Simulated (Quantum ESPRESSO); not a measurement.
**Nb under changes of volume**

One of the cells (18.428 Å³/atom); the others are scaled copies at fixed shape and fractional positions:

```
CELL_PARAMETERS angstrom
-1.66395 1.66395 1.66395
1.66395 -1.66395 1.66395
1.66395 1.66395 -1.66395
ATOMIC_POSITIONS crystal
Nb 0.00000 0.00000 0.00000
```

| Quantity | Value |
| --- | --- |
| Program | Quantum ESPRESSO 7.5 |
| Functional | rev-vdW-DF2 |
| Potentials or basis | PseudoDojo 0.4.1 SR PBE standard |
| Cutoff | 1116 eV |
| Density cutoff | 4463 eV |
| k mesh | 11 × 11 × 11 |
| Occupations | fermi-dirac, width 0.05 eV |
| Spin | no spin polarisation |

```csv
volume (Å³/atom),energy over the lowest point (meV/atom),pressure (GPa)
17.322,?,?
17.691,0.39,1.9
18.060,0.00,-1.7
18.428,7.43,-5.0
18.797,22.08,-8.0
19.165,43.40,-10.7
19.534,70.82,-13.2
```

Q: What does the run at 17.322 Å³/atom give?

A: Energy over the lowest point 9.28 meV/atom; pressure 5.8 GPa.

Worked out: A Birch-Murnaghan fit of order 3 (a polynomial in V^(-2/3)) to the other rows has its minimum at 17.89 Å³/atom with B0 = V·E''(V) = 172 GPa and B' = 3.0. It gives 9.34 meV/atom at 17.322 Å³/atom, against the run's 9.28, and -dE/dV = 5.8 GPa, against 5.8.

Energies are extrapolated to zero smearing.

Caveats: the potentials were made for another functional, which shifts forces and pressure.
